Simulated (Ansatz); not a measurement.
# Gallium, alpha-Ga (Cmce) under BLYP: ground state and equation of state, part 1 of 2

What does BLYP give for gallium in the alpha-Ga (Cmce) structure? We relax it, solve it on a dense k-mesh, switch on spin-orbit coupling, then scale the cell to 7 volumes from 88 to 112 % of the relaxed one and try a fit of the equation of state. The k-meshes are 8×8×7 for the relaxation; 10×10×9 for the dense run; 8×8×7 for spin-orbit coupling; 10×10×9 for the volumes. It starts from a deposited cell (COD).

Computed with Ansatz 0.2.0 (DFT BLYP, plane waves (420 eV) with PAW, scalar-relativistic; PAW files made under PBE, frozen cores solved again for the functional, unless a step says otherwise).

### Step 1. The starting structure

The structure is orthorhombic, space group Cmce (No. 64). Conventional cell: a = 4.523 Å, b = 7.661 Å, c = 4.524 Å, α = 90.00°, β = 90.00°, γ = 90.00°. Ga (site symmetry m) has 7 Ga at 2.48 to 2.79 Å as nearest neighbours.

As a file:

```xyz
4
Lattice="2.2615 -3.8305 0.0000 2.2615 3.8305 0.0000 0.0000 0.0000 4.5240" Properties=species:S:1:pos:R:3 pbc="T T T"
Ga    2.2615   -2.6438    0.3664
Ga    2.2615   -1.1867    2.6284
Ga    2.2615    2.6438    4.1576
Ga    2.2615    1.1867    1.8956
```

### Step 2. Relaxing cell and atoms

File input.yaml:

```yaml
crystal:
  lattice:
    - [2.2615, -3.8305, 0.0]
    - [2.2615, 3.8305, 0.0]
    - [0.0, 0.0, 4.524]
  atoms:
    - { symbol: Ga, position: [0.8451, 0.1549, 0.081] }
    - { symbol: Ga, position: [0.6549, 0.3451, 0.581] }
    - { symbol: Ga, position: [0.1549, 0.8451, 0.919] }
    - { symbol: Ga, position: [0.3451, 0.6549, 0.419] }
hamiltonian:
  xc: blyp
  pseudopotentials:
    kind: paw
    azcp:
      Ga: "pseudopotentials/Ga.paw.azcp"
basis:
  ecutwfc: 420
  fft_grid_basis: typed
kpoints:
  mp_grid: { grid: [8, 8, 7], shift: [0, 0, 0] }
magnetization:
  spin_polarized: false
scf:
  occupations: { method: fermi_dirac, width: 0.1 }
relax:
  max_steps: 60
  f_tol: 0.01
  cell: {}
```

Standard output:

```text
Engine: ansatz 0.2.0, x86_64-unknown-linux-gnu
Pseudopotentials: kind: paw
Pseudopotential: Ga, paw, valence charge 13, recommended cutoff 420 eV (normal), <dir>
Functional definition: BLYP
  parameter beta = 0.0042
  parameter a = 0.04918
  parameter b = 0.132
  parameter c = 0.2533
  parameter d = 0.349
  exchange = b88_x(beta = beta)
  correlation = lyp_c(a = a, b = b, c = c, d = d)
Crystal: 4 atoms, lattice volume = 78.380 Å³
Basis set: ecut = 420 eV, 1517 PW (Γ), exchange–correlation on 60×60×64 points (8 copies of the dense FFT grid, shifted against one another)
Bands: 32, of which v1, the nominal top of the filled ones, is band 26 counted from 1 (25 counted from 0)
Symmetry: 8 space group operations
Space group: Cmce (ITA 64), of the structure as read, at distance tolerance 4.3e-5 Å
k-points: 84 of 448
Non-local potential: Ga, projectors of the file, l = 0: 2, l = 1: 2, l = 2: 3, l = 3: 1
PAW form: soft (Blöchl's): semilocal exchange-correlation on the pseudo side does not see the compensation charge
PAW frozen core: Ga, regenerated for the run's functional, and the local potential with it (the file was generated under x = pbe(κ = 0.804, μ = 0.2195149727645171), c = pbe(β = 0.06672455060314922))
PAW one-centre angular grid: Ga, 590 points (default); XC on 64 Gauss nodes
Initial density: superposition of atomic densities (neutral atoms: chi_scale 0, normalization atom), corrected by the library's trained network
Initial wavefunctions: pseudopotential atomic-orbital guess
Functional: x = b88, c = lyp
SCF iter   1: F=—  HF=-15171.240128 eV  |F-HF|=—  |Δ(HF+E_count)|=         —  Δρ=7.74e-3  dr2=3.49e-2  ethr=1.77e-3  ⟨swp⟩=5.5  Hψ=9984  notcnv=0
preconditioner: auto → Kerker (q_TF=auto, 2.548 Å⁻¹)  [metal: Δε(μ)=0.060 eV  Ē_g=16.291 eV  σ=0.100 eV  W_gap=0.15  n_scr=20 (ndim 8)  ℏωp=30.2 eV  f_vac=0.006  D(μ)=0.94/eV (n_scr^D=2)]
SCF iter   2: F=—  HF=-15171.234264 eV  |F-HF|=—  |Δ(HF+E_count)|=   5.86e-3  Δρ=4.71e-3  dr2=1.77e-2  ethr=6.72e-5  ⟨swp⟩=1.0  Hψ=3360  notcnv=0
SCF iter   3: F=—  HF=-15171.230329 eV  |F-HF|=—  |Δ(HF+E_count)|=   3.93e-3  Δρ=1.02e-3  dr2=9.61e-4  ethr=3.40e-5  ⟨swp⟩=2.3  Hψ=3672  notcnv=0
SCF iter   4: F=—  HF=-15171.229809 eV  |F-HF|=—  |Δ(HF+E_count)|=   5.21e-4  Δρ=6.95e-4  dr2=3.63e-4  ethr=1.85e-6  ⟨swp⟩=2.0  Hψ=4357  notcnv=0
SCF iter   5: F=—  HF=-15171.229856 eV  |F-HF|=—  |Δ(HF+E_count)|=   4.77e-5  Δρ=1.90e-4  dr2=4.29e-5  ethr=6.99e-7  ⟨swp⟩=2.0  Hψ=4869  notcnv=0
SCF iter   6: F=—  HF=-15171.229883 eV  |F-HF|=—  |Δ(HF+E_count)|=   2.64e-5  Δρ=6.38e-5  dr2=2.56e-6  ethr=8.26e-8  ⟨swp⟩=2.0  Hψ=3245  notcnv=0
SCF iter   7: F=—  HF=-15171.229885 eV  |F-HF|=—  |Δ(HF+E_count)|=   2.16e-6  Δρ=1.74e-5  dr2=2.39e-7  ethr=4.93e-9  ⟨swp⟩=2.0  Hψ=4855  notcnv=0
SCF iter   8: F=-15171.229885 eV  HF=-15171.229885 eV  |F-HF|=1.53e-8  |Δ(HF+E_count)|=   2.02e-7  Δρ=4.37e-6  dr2=1.73e-8  ethr=1.92e-10  ⟨swp⟩=4.0  Hψ=9621  notcnv=0
SCF 1 converged in 8 iterations: F = -15171.229885 eV  dr2 = 1.73e-8
relax step   1: F+E_penalty+E_count = -15171.22988515 eV  Δ(F+E_penalty+E_count) = +0.000e0 eV  max|allowed force component| = 8.618e-2 eV/Å  Δτ_max = 0.0000 Å  P = +6.544 GPa  Ω = 78.380 Å³  (8 SCF iters, dr2 threshold 1.00e-7 eV, accepted)
Crystal: 4 atoms, lattice volume = 86.533 Å³
Basis set: ecut = 420 eV, 1693 PW (Γ), exchange–correlation on 60×60×64 points (8 copies of the dense FFT grid, shifted against one another)
Initial density: handed on by an earlier stage of this run
Initial wavefunctions: those handed on with the density
iter 1 solved again at ethr=2.08e-5 eV; its pass at ethr=3.10e-3 eV (dr2=1.08e-2 eV) is discarded
SCF iter   1: F=—  HF=-15171.424241 eV  |F-HF|=—  |Δ(HF+E_count)|=         —  Δρ=3.86e-3  dr2=1.10e-2  ethr=2.08e-5  ⟨swp⟩=1.4  Hψ=16362  notcnv=0
preconditioner: auto → LDOS  [metal: Δε(μ)=0.064 eV  Ē_g=15.910 eV  σ=0.100 eV  W_gap=0.16  n_scr=20 (ndim 8)  ℏωp=28.8 eV  f_vac=0.031  D(μ)=1.10/eV (n_scr^D=2)  β→1.0]
SCF iter   2: F=—  HF=-15171.424902 eV  |F-HF|=—  |Δ(HF+E_count)|=   6.61e-4  Δρ=2.52e-3  dr2=3.14e-3  ethr=2.08e-5  ⟨swp⟩=2.0  Hψ=4914  notcnv=0
SCF iter   3: F=—  HF=-15171.423577 eV  |F-HF|=—  |Δ(HF+E_count)|=   1.32e-3  Δρ=1.07e-3  dr2=6.24e-4  ethr=6.03e-6  ⟨swp⟩=2.5  Hψ=5948  notcnv=0
SCF iter   4: F=—  HF=-15171.422959 eV  |F-HF|=—  |Δ(HF+E_count)|=   6.18e-4  Δρ=4.01e-4  dr2=9.64e-5  ethr=1.20e-6  ⟨swp⟩=2.0  Hψ=4368  notcnv=0
SCF iter   5: F=—  HF=-15171.422892 eV  |F-HF|=—  |Δ(HF+E_count)|=   6.69e-5  Δρ=7.95e-5  dr2=3.88e-6  ethr=1.85e-7  ⟨swp⟩=2.0  Hψ=4875  notcnv=0
SCF iter   6: F=-15171.422890 eV  HF=-15171.422890 eV  |F-HF|=2.47e-8  |Δ(HF+E_count)|=   2.52e-6  Δρ=9.40e-6  dr2=4.40e-8  ethr=7.69e-10  ⟨swp⟩=3.3  Hψ=12448  notcnv=0
SCF 2 converged in 6 iterations: F = -15171.422890 eV  dr2 = 4.40e-8
relax step   2: F+E_penalty+E_count = -15171.42288979 eV  Δ(F+E_penalty+E_count) = -1.930e-1 eV  max|allowed force component| = 1.193e-1 eV/Å  Δτ_max = 0.0201 Å  P = +1.572 GPa  Ω = 86.533 Å³  energy of the carried Pulay correction = -1.667e-3 eV  (6 SCF iters, dr2 threshold 4.00e-7 eV, accepted)
Crystal: 4 atoms, lattice volume = 89.491 Å³
Basis set: ecut = 420 eV, 1743 PW (Γ), exchange–correlation on 60×60×64 points (8 copies of the dense FFT grid, shifted against one another)
iter 1 solved again at ethr=3.17e-6 eV; its pass at ethr=3.10e-3 eV (dr2=1.65e-3 eV) is discarded
SCF iter   1: F=—  HF=-15171.445574 eV  |F-HF|=—  |Δ(HF+E_count)|=         —  Δρ=1.41e-3  dr2=1.81e-3  ethr=3.17e-6  ⟨swp⟩=2.0  Hψ=15958  notcnv=0
preconditioner: auto → LDOS  [metal: Δε(μ)=0.066 eV  Ē_g=15.743 eV  σ=0.100 eV  W_gap=0.16  n_scr=20 (ndim 8)  ℏωp=28.3 eV  f_vac=0.028  D(μ)=1.10/eV (n_scr^D=2)  β→1.0]
SCF iter   2: F=—  HF=-15171.445590 eV  |F-HF|=—  |Δ(HF+E_count)|=   1.66e-5  Δρ=8.99e-4  dr2=7.00e-4  ethr=3.17e-6  ⟨swp⟩=2.0  Hψ=4885  notcnv=0
SCF iter   3: F=—  HF=-15171.445307 eV  |F-HF|=—  |Δ(HF+E_count)|=   2.83e-4  Δρ=3.00e-4  dr2=6.03e-5  ethr=1.35e-6  ⟨swp⟩=2.0  Hψ=4885  notcnv=0
SCF iter   4: F=—  HF=-15171.445264 eV  |F-HF|=—  |Δ(HF+E_count)|=   4.35e-5  Δρ=8.54e-5  dr2=9.08e-6  ethr=1.16e-7  ⟨swp⟩=2.0  Hψ=4889  notcnv=0
SCF iter   5: F=-15171.445263 eV  HF=-15171.445262 eV  |F-HF|=2.79e-7  |Δ(HF+E_count)|=   1.15e-6  Δρ=1.75e-5  dr2=2.16e-7  ethr=7.69e-10  ⟨swp⟩=3.9  Hψ=12610  notcnv=0
SCF 3 converged in 5 iterations: F = -15171.445263 eV  dr2 = 2.16e-7
relax step   3: F+E_penalty+E_count = -15171.44526276 eV  Δ(F+E_penalty+E_count) = -2.237e-2 eV  max|allowed force component| = 5.814e-2 eV/Å  Δτ_max = 0.0033 Å  P = +0.331 GPa  Ω = 89.491 Å³  energy of the carried Pulay correction = -2.232e-3 eV  (5 SCF iters, dr2 threshold 4.00e-7 eV, accepted)
[... 10 lines left out ...]
relax step   4: F+E_penalty+E_count = -15171.44588822 eV  Δ(F+E_penalty+E_count) = -6.255e-4 eV  max|allowed force component| = 4.651e-2 eV/Å  Δτ_max = 0.0275 Å  P = +0.238 GPa  Ω = 90.070 Å³  energy of the carried Pulay correction = -2.340e-3 eV  (5 SCF iters, dr2 threshold 4.00e-7 eV, accepted)
[... 10 lines left out ...]
relax step   5: F+E_penalty+E_count = -15171.44591823 eV  Δ(F+E_penalty+E_count) = -3.001e-5 eV  max|allowed force component| = 2.521e-2 eV/Å  Δτ_max = 0.0261 Å  P = -0.070 GPa  Ω = 90.625 Å³  energy of the carried Pulay correction = -2.443e-3 eV  (5 SCF iters, dr2 threshold 4.00e-7 eV, accepted)
[... 8 lines left out ...]
relax step   6: F+E_penalty+E_count = -15171.44831845 eV  Δ(F+E_penalty+E_count) = -2.400e-3 eV  max|allowed force component| = 2.617e-3 eV/Å  Δτ_max = 0.0085 Å  P = +0.004 GPa  Ω = 90.486 Å³  energy of the carried Pulay correction = -2.418e-3 eV  (4 SCF iters, dr2 threshold 3.44e-7 eV, accepted)
[... 12 lines left out ...]
relax step   7: F+E_penalty+E_count = -15171.45190217 eV  Δ(F+E_penalty+E_count) = -3.584e-3 eV  max|allowed force component| = 2.891e-3 eV/Å  Δτ_max = 0.0000 Å  P = +0.060 GPa  Ω = 90.486 Å³  stress off target by 9.69e-2 GPa  SCF on the basis re-selected at this cell (its energy is not comparable with the rows above)  (7 SCF iters)
[... 10 lines left out ...]
relax step   8: F+E_penalty+E_count = -15171.45194184 eV  Δ(F+E_penalty+E_count) = -3.967e-5 eV  max|allowed force component| = 1.258e-3 eV/Å  Δτ_max = 0.0020 Å  P = +0.016 GPa  Ω = 90.639 Å³  energy of the carried Pulay correction = -2.955e-5 eV  (5 SCF iters, dr2 threshold 2.35e-8 eV, accepted)
iter 1 solved again at ethr=1.44e-7 eV; its pass at ethr=3.10e-3 eV (dr2=7.51e-5 eV) is discarded
SCF iter   1: F=—  HF=-15171.451973 eV  |F-HF|=—  |Δ(HF+E_count)|=         —  Δρ=3.46e-6  dr2=6.48e-9  ethr=1.44e-7  ⟨swp⟩=2.3  Hψ=15826  notcnv=0
eigensolver tolerance schedule: the retry pair's looser diagonalisation over-reported the residual by 11592.79 of it (diagonalisation noise at 1.17 of the residual, at the tolerance the schedule requests for it); recorded, not acted on — ethr = c·dr2/N_el stays at c = 1.0e-1
preconditioner: auto → LDOS  [metal: Δε(μ)=0.019 eV  Ē_g=15.684 eV  σ=0.100 eV  W_gap=0.05  n_scr=20 (ndim 8)  ℏωp=28.1 eV  f_vac=0.027  D(μ)=1.15/eV (n_scr^D=6)  β→1.0]
SCF iter   2: F=—  HF=-15171.451974 eV  |F-HF|=—  |Δ(HF+E_count)|=   6.47e-7  Δρ=1.11e-6  dr2=1.51e-9  ethr=1.25e-11  ⟨swp⟩=3.5  Hψ=6889  notcnv=0
SCF iter   3: F=—  HF=-15171.451974 eV  |F-HF|=—  |Δ(HF+E_count)|=   1.02e-9  Δρ=1.13e-6  dr2=6.31e-10  ethr=2.91e-12  ⟨swp⟩=2.0  Hψ=4892  notcnv=0
SCF iter   4: F=—  HF=-15171.451974 eV  |F-HF|=—  |Δ(HF+E_count)|=  2.86e-10  Δρ=2.71e-7  dr2=1.15e-10  ethr=1.21e-12  ⟨swp⟩=2.0  Hψ=4863  notcnv=0
SCF iter   5: F=-15171.451974 eV  HF=-15171.451974 eV  |F-HF|=3.64e-12  |Δ(HF+E_count)|=  3.82e-11  Δρ=9.37e-8  dr2=7.59e-12  ethr=1.00e-12  ⟨swp⟩=4.1  Hψ=9456  notcnv=0
SCF 9 converged in 5 iterations: F = -15171.451974 eV  dr2 = 7.59e-12
relax step   9: F+E_penalty+E_count = -15171.45197389 eV  Δ(F+E_penalty+E_count) = -3.205e-5 eV  max|allowed force component| = 1.263e-3 eV/Å  Δτ_max = 0.0000 Å  P = +0.015 GPa  Ω = 90.639 Å³  stress off target by 2.30e-2 GPa  SCF on the basis re-selected at this cell (its energy is not comparable with the rows above)  (5 SCF iters)
basis re-selected at this cell: Δ(F+E_penalty+E_count) = -3.205e-5 eV, ΔP = -0.000 GPa vs the last step (what re-selecting the basis moved, of the pressure what is left beyond the Pulay correction that the steps carried, after the strain that the cell walked since its last selection, with what the two solves' SCF thresholds leave and, on support functions, any second-order correction that the steps lacked; it is no measure of the basis error at this ecutwfc). This SCF's stress stands 2.30e-2 GPa from its target on what of the cell is left free (relax.cell.stress_tol is 5.00e-2 GPa) and its largest allowed force component is 1.26e-3 eV/Å (relax.f_tol is 1.00e-2 eV/Å): within both
SCF converged after 5 iterations
Free energy (F): -15171.451974 eV
Harris-Foulkes:  -15171.451974 eV  (|F-HF|=3.64e-12)
Internal energy: -15171.412321 eV  (E = F + TS)
E sigma→0 (E₀):  -15171.432148 eV
Entropy (-TS):   -0.039653 eV (-9.913 meV/atom)
Fermi energy:    7.714496 eV
--- Per-component energies (eV) ---
  E_band       = -243.940456
  E_kinetic    = 459.060748
  E_local      = -7973.931407  (includes V_loc(G=0)·N_el)
  E_nonlocal   = 1669.210525
  E_hartree    = 3721.881074
  E_xc         = -272.565309
  E_vxc        = -225.017721  (∫ρ·V_xc dr)
  E_paw        = -7985.058875  (= ΣΔE_a)
  E_vpaw       = -1617.024432  (= ΣTr[D̂ρ^β])
  E_aug_tail   = -0.000495  (compensation charges beyond the density's cutoff)
  E_ewald      = -4790.073126
  E_core_change = 0.064545  (= ΣΔE_core)
  E_smearing   = -0.039653  (= −TS)
  E_closure    = 0.000000  (closes the sum)
  Σ components = -15171.451974   (vs F -15171.451974, Δ=0.00e0)
--- Forces (eV/Å), atoms counted from 1 ---
  atom   1  Ga     0.00000000    -0.00126265    -0.00119368
  atom   2  Ga    -0.00000000     0.00126265    -0.00119368
  atom   3  Ga    -0.00000000     0.00126265     0.00119368
  atom   4  Ga     0.00000000    -0.00126265     0.00119368
  max |Σ_I F_I| component: 6.94e-18 eV/Å
--- Stress (GPa, compression-positive) ---
        0.022956       0.000000       0.000000
        0.000000       0.006811       0.000000
        0.000000       0.000000       0.016684
  P = ⅓ Tr σ = 0.0155 GPa (0.155 kbar)
--- Relaxed structure (7 steps of the walk, 7 accepted, 2 SCFs on fresh bases) ---
  F+E_penalty+E_count = -15171.45197389 eV   max|allowed force component| = 1.263e-3 eV/Å   (the final SCF, on the basis selected at the relaxed cell)
  cell:  # Å, volume = 90.6391 Å³
    - [2.436495722369564, -3.9734085421598757, 2.226375444242759e-33]
    - [2.436495722369564, 3.9734085421598757, -4.6689440408574094e-33]
    - [-2.4431086294682024e-33, -4.0718477157803366e-33, 4.681193383826707]
  atoms:
    - { symbol: Ga, position: [0.8425682564813516, 0.15743174351864841, 0.08389594137249437] }
    - { symbol: Ga, position: [0.6574317435186485, 0.3425682564813514, 0.5838959413724945] }
    - { symbol: Ga, position: [0.15743174351864841, 0.8425682564813516, 0.9161040586275057] }
    - { symbol: Ga, position: [0.3425682564813514, 0.6574317435186485, 0.4161040586275057] }
```

Wall time 2.3 min (1 thread of an x86-64 CPU, shared host); peak memory 0.67 GiB.

The steps of the relaxation:

```
step  energy change (meV/atom)  largest force (eV/Å)  pressure (GPa)  volume (Å³/atom)
   1                      0.00                0.0862            6.54            19.595
   2                    -48.25                0.1193            1.57            21.633
   3                    -53.84                0.0581            0.33            22.373
   4                    -54.00                0.0465            0.24            22.518
   5                    -54.01                0.0252           -0.07            22.656
   6                    -54.61                0.0026            0.00            22.622
   7                    -55.50                0.0029            0.06            22.622
   8                    -55.51                0.0013            0.02            22.660
   9                    -55.52                0.0013            0.02            22.660
```

Steps that repeat a cell are solved on a basis chosen anew, so their changes of energy are no gain of the relaxation.

The cell of the run, before and after:

|  | before | after | change |
| --- | --- | --- | --- |
| a (Å) | 4.448 | 4.661 | +4.8 % |
| b (Å) | 4.448 | 4.661 | +4.8 % |
| c (Å) | 4.524 | 4.681 | +3.5 % |
| γ (°) | 118.89 | 116.97 | -1.6 % |
| volume (Å³/atom) | 19.595 | 22.660 | +15.6 % |
| shortest distance (Å) | 2.484 | 2.623 | +5.6 % |
| space group (spins left aside) | Cmce | Cmce | same |

### Step 3. Single point on a dense mesh

File input.yaml:

```yaml
crystal:
  lattice:
    - [2.4364957224, -3.9734085422, 0.0]
    - [2.4364957224, 3.9734085422, 0.0]
    - [0.0, 0.0, 4.6811933838]
  atoms:
    - { symbol: Ga, position: [0.8425682565, 0.1574317435, 0.0838959414] }
    - { symbol: Ga, position: [0.6574317435, 0.3425682565, 0.5838959414] }
    - { symbol: Ga, position: [0.1574317435, 0.8425682565, 0.9161040586] }
    - { symbol: Ga, position: [0.3425682565, 0.6574317435, 0.4161040586] }
hamiltonian:
  xc: blyp
  pseudopotentials:
    kind: paw
    azcp:
      Ga: "pseudopotentials/Ga.paw.azcp"
basis:
  ecutwfc: 420
  fft_grid_basis: typed
kpoints:
  mp_grid: { grid: [10, 10, 9], shift: [0, 0, 0] }
magnetization:
  spin_polarized: false
scf:
  occupations: { method: fermi_dirac, width: 0.1 }
```

Standard output, shortened:

```text
[...]
[... 3 set-up lines as earlier in the session ...]
[...]
Crystal: 4 atoms, lattice volume = 90.639 Å³
Basis set: ecut = 420 eV, 1747 PW (Γ), exchange–correlation on 64×64×64 points (8 copies of the dense FFT grid, shifted against one another)
Bands: 30, of which v1, the nominal top of the filled ones, is band 26 counted from 1 (25 counted from 0)
[... 1 set-up line as earlier in the session ...]
Space group: Cmce (ITA 64), of the structure as read, at distance tolerance 4.5e-5 Å
k-points: 155 of 900
[...]
SCF iter   1: F=—  HF=-15171.463042 eV  |F-HF|=—  |Δ(HF+E_count)|=         —  Δρ=7.66e-3  dr2=3.78e-2  ethr=1.77e-3  ⟨swp⟩=5.8  Hψ=17250  notcnv=0
[...]
SCF iter   6: F=-15171.450694 eV  HF=-15171.450694 eV  |F-HF|=1.17e-7  |Δ(HF+E_count)|=   4.32e-7  Δρ=1.09e-5  dr2=7.13e-8  ethr=1.92e-10  ⟨swp⟩=1.7  Hψ=14329  notcnv=0
[...]
SCF converged after 6 iterations
Free energy (F): -15171.450694 eV
[...]
E sigma→0 (E₀):  -15171.429510 eV
Entropy (-TS):   -0.042367 eV (-10.592 meV/atom)
Fermi energy:    7.676448 eV
[...]
```

Wall time 21 s (1 thread of an x86-64 CPU, shared host); peak memory 0.75 GiB.

### Step 4. With spin-orbit coupling

input.yaml, as its differences from that of step 3:

```diff
@@ -13,3 +13,3 @@
   pseudopotentials:
-    kind: paw
+    kind: paw_fr
     azcp:
@@ -20,5 +20,6 @@
 kpoints:
-  mp_grid: { grid: [10, 10, 9], shift: [0, 0, 0] }
+  mp_grid: { grid: [8, 8, 7], shift: [0, 0, 0] }
 magnetization:
-  spin_polarized: false
+  noncollinear: true
+  spin_orbit: true
 scf:
```

Standard output, shortened:

```text
[...]
Pseudopotentials: kind: paw_fr
Pseudopotential: Ga, paw_fr, valence charge 13, recommended cutoff 420 eV (normal), <dir>
[... 1 set-up line as earlier in the session ...]
[...]
non-collinear run that drives no moment, with spin-orbit: no starting moment large enough to seed its density (crystal.atoms[].spin), no starting occupations that ask for one, no magnetisation constraint and no magnetic field, so the semilocal B_xc is pinned to zero
Crystal: 4 atoms, lattice volume = 90.639 Å³
Basis set: ecut = 420 eV, 1747 PW (Γ), exchange–correlation on 64×64×64 points (8 copies of the dense FFT grid, shifted against one another)
Bands: 64, of which v1, the nominal top of the filled ones, is band 52 counted from 1 (51 counted from 0)
Symmetry: 8 space group operations + 8 with time reversal
Magnetic group: BNS 64.470 (UNI 568), of the structure as read, at distance tolerance 4.5e-5 Å
k-points: 84 of 448
[...]
spin=Noncollinear: Kerker preconditioning applied to the charge; magnetization (m_x, m_y, m_z) channels mix plain (no charge-response kernel on spin).
[...]
SCF iter   9: F=-15171.788247 eV  HF=-15171.788247 eV  |F-HF|=1.10e-8  |Δ(HF+E_count)|=   1.79e-7  Δρ=3.12e-6  dr2=1.21e-8  dr2_m=0.00e0 (ungated)  ethr=1.92e-10  |M|=0.00e0 ∫|m|=0.00e0 μB  |m|>n=0.0e0 m-floor=0.0e0 τ_xc=0.0e0  ⟨swp⟩=3.0  Hψ=6900  notcnv=0
[...]
SCF converged after 9 iterations
Magnetization: |M| = 0.0000 μB,  M = (+0.0000, +0.0000, +0.0000) μB
Absolute magnetization: 0.0000 μB (∫|m|)
  site 0: m = (+0.0000, +0.0000, +0.0000) μB, |m| = 0.0000 μB  (R = 1.08 Å)
  site 1: m = (+0.0000, +0.0000, +0.0000) μB, |m| = 0.0000 μB  (R = 1.08 Å)
  site 2: m = (+0.0000, +0.0000, +0.0000) μB, |m| = 0.0000 μB  (R = 1.08 Å)
  site 3: m = (+0.0000, +0.0000, +0.0000) μB, |m| = 0.0000 μB  (R = 1.08 Å)
Free energy (F): -15171.788247 eV
[...]
E sigma→0 (E₀):  -15171.768442 eV
Entropy (-TS):   -0.039610 eV (-9.903 meV/atom)
Fermi energy:    7.712477 eV
[...]
```

It took 2.1 min on 1 thread of an x86-64 CPU, shared host; peak memory 1.1 GiB.

Side by side:

```
                          scalar-relativistic      with spin-orbit coupling
         k-mesh                       10×10×9                         8×8×7
gap on the mesh  none (levels filled in part)  none (levels filled in part)
```

The meshes differ, so small differences between the columns need not come from spin-orbit coupling.

(Continued in part 2 of 2.)
